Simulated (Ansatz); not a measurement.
Here is an Ansatz 0.2.0 calculation.

File input.yaml:

```yaml
crystal:
  lattice:
    - [0.0, 1.89785, 1.89785]
    - [1.89785, 0.0, 1.89785]
    - [1.89785, 1.89785, 0.0]
  atoms:
    - { symbol: Rh, position: [0.0, 0.0, 0.0] }
hamiltonian:
  xc: revpbe
  pseudopotentials: { kind: paw }
  dispersion: d4
kpoints:
  mp_grid: { grid: [12, 12, 12] }
scf:
  occupations: { method: fermi_dirac, width: 0.05 }
output:
  forces: true
  stress: true
  write_density: true
  write_potential: true
  elf: true
  volumetric_format: npy
relax:
  f_tol: 0.01
  max_steps: 40
  cell: { stress_tol: 0.05 }
```

Potentials or basis: Ansatz PAW.

Run with:

```console
$ ansatz run input.yaml --threads 2 --pin off --max-ram 5632MiB --backend cpu --events-out ev --progress --plain --runs-dir out
```

Problem. What does it give for the relaxed cell?

Solution. a = 2.667 Å, b = 2.667 Å, c = 2.667 Å, α = 60.00°, β = 60.00°, γ = 60.00°.

Problem. What does it give for the space group after relaxing (to 0.05 Å)?

Solution. Fm-3m (No. 225).

Problem. Estimate the relaxed volume.

Solution. 13.42 Å³/atom.

Problem. Estimate the band gap on the k mesh.

Solution. None (metal or under the smearing width).

Step by step:
| step | energy change (eV) | largest force (eV/Å) | volume (Å³) |
| --- | --- | --- | --- |
| 1 | 0.0000 | 0.0000 | 13.67 |
| 2 | -0.0018 | 0.0000 | 13.22 |
| 3 | -0.0044 | 0.0000 | 13.43 |
| 4 | -0.0044 | 0.0000 | 13.42 |
| 5 | -0.0042 | 0.0000 | 13.42 |

Caveat: the plane-wave basis is chosen anew once the cell has moved, so the energies of steps on either side of that aren't comparable; pairwise dispersion overbinds metals, which lowers pressure and volume; the PAW data sets come from PBE, with cores solved anew for the run's functional, which leaves a small shift of forces and pressure.
